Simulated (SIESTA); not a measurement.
A run of SIESTA 5.4.2 is set up as follows.

Zr.fdf

```
SystemName                      Zirconium
SystemLabel                     Zr
NumberOfSpecies                 1
NumberOfAtoms                   2
%block ChemicalSpeciesLabel
  1  40 Zr
%endblock ChemicalSpeciesLabel

LatticeConstant                 1.0 Ang
%block LatticeVectors
     3.2320000000     0.0000000000     0.0000000000
    -1.6160000000     2.7989941050     0.0000000000
     0.0000000000     0.0000000000     5.1470000000
%endblock LatticeVectors
AtomicCoordinatesFormat         Fractional
%block AtomicCoordinatesAndAtomicSpecies
     0.6666666667     0.3333333333     0.7500000000  1  Zr
     0.3333333333     0.6666666667     0.2500000000  1  Zr
%endblock AtomicCoordinatesAndAtomicSpecies

%block kgrid.MonkhorstPack
    9   0   0  0.0
    0   9   0  0.0
    0   0   5  0.0
%endblock kgrid.MonkhorstPack
XC.Functional                   GGA
XC.Authors                      BLYP
PAO.BasisSize                   DZP
PAO.EnergyShift                 0.003 Ry
Mesh.Cutoff                     800 Ry
OccupationFunction              FD
ElectronicTemperature           0.05 eV
MaxSCFIterations                120
SCF.MustConverge                false
SCF.Mixer.Method                Pulay
SCF.Mixer.Weight                0.25
SCF.Mixer.History               8
SCF.DM.Tolerance                5.0e-05
SCF.H.Tolerance                 1.0e-03 eV
WriteForces                     true
Charge.Mulliken                 end
BandLinesScale                  ReciprocalLatticeVectors
%block BandLines
    1    0.000000   0.000000   0.000000  \Gamma
   11    0.500000   0.000000   0.000000  M
    7    0.333333   0.333333   0.000000  K
   13    0.000000   0.000000   0.000000  \Gamma
    6    0.000000   0.000000   0.500000  A
   11    0.500000   0.000000   0.500000  L
    7    0.333333   0.333333   0.500000  H
   13    0.000000   0.000000   0.500000  A
    1    0.500000   0.000000   0.500000  L
    6    0.500000   0.000000   0.000000  M
    1    0.333333   0.333333   0.000000  K
    6    0.333333   0.333333   0.500000  H
%endblock BandLines
%block PAO.Basis
  Zr 5
  n=4 0 2
    3.504 0.000
  n=5 0 2
    8.933 0.000
  n=4 1 2
    4.065 0.000
  n=5 1 1
    8.933
  n=4 2 2
    7.370 0.000
%endblock PAO.Basis
```

Potentials or basis: PseudoDojo 0.4 standard (PBE files), DZP (energy shift 0.003 Ry; two zetas on semicore shells).

The run is started by

```console
$ siesta Zr.fdf > Zr.out 2>&1
```

Question: Estimate the band gap on the k mesh.

Answer: None (metal or under the smearing width).

Question: What does it give for the pressure?

Answer: 4.5 GPa.

Levels at the corners of the path, in eV from the Fermi level:
| point | band 8 | band 9 | band 10 | band 11 | band 12 | band 13 | band 14 | band 15 | band 16 | band 17 |
| --- | --- | --- | --- | --- | --- | --- | --- | --- | --- | --- |
| Γ | -26.44 | -5.56 | -3.04 | 0.77 | 0.77 | 0.91 | 1.39 | 1.45 | 1.45 | 2.04 |
| M | -26.54 | -2.60 | -2.50 | -2.15 | -0.09 | 0.45 | 0.77 | 1.42 | 4.74 | 5.12 |
| K | -26.82 | -2.12 | -1.37 | -1.37 | -1.07 | 0.24 | 0.24 | 1.80 | 4.25 | 4.25 |
| Γ | -26.44 | -5.56 | -3.04 | 0.77 | 0.77 | 0.91 | 1.39 | 1.45 | 1.45 | 2.04 |
| A | -26.51 | -3.86 | -3.86 | 0.02 | 0.02 | 0.67 | 0.67 | 0.67 | 0.67 | 3.84 |
| L | -26.67 | -2.86 | -2.86 | -1.11 | -1.11 | 1.81 | 1.81 | 2.15 | 2.15 | 4.96 |
| H | -26.61 | -1.47 | -1.47 | -1.23 | -1.23 | -0.03 | -0.03 | 2.01 | 2.01 | 4.33 |
| A | -26.51 | -3.86 | -3.86 | 0.02 | 0.02 | 0.67 | 0.67 | 0.67 | 0.67 | 3.84 |
| L | -26.67 | -2.86 | -2.86 | -1.11 | -1.11 | 1.81 | 1.81 | 2.15 | 2.15 | 4.96 |
| M | -26.54 | -2.60 | -2.50 | -2.15 | -0.09 | 0.45 | 0.77 | 1.42 | 4.74 | 5.12 |
| K | -26.82 | -2.12 | -1.37 | -1.37 | -1.07 | 0.24 | 0.24 | 1.80 | 4.25 | 4.25 |
| H | -26.61 | -1.47 | -1.47 | -1.23 | -1.23 | -0.03 | -0.03 | 2.01 | 2.01 | 4.33 |

Caveat: the potentials were made for another functional, which shifts forces and pressure; the basis of atomic orbitals isn't converged, which shifts pressures, moduli and gaps.
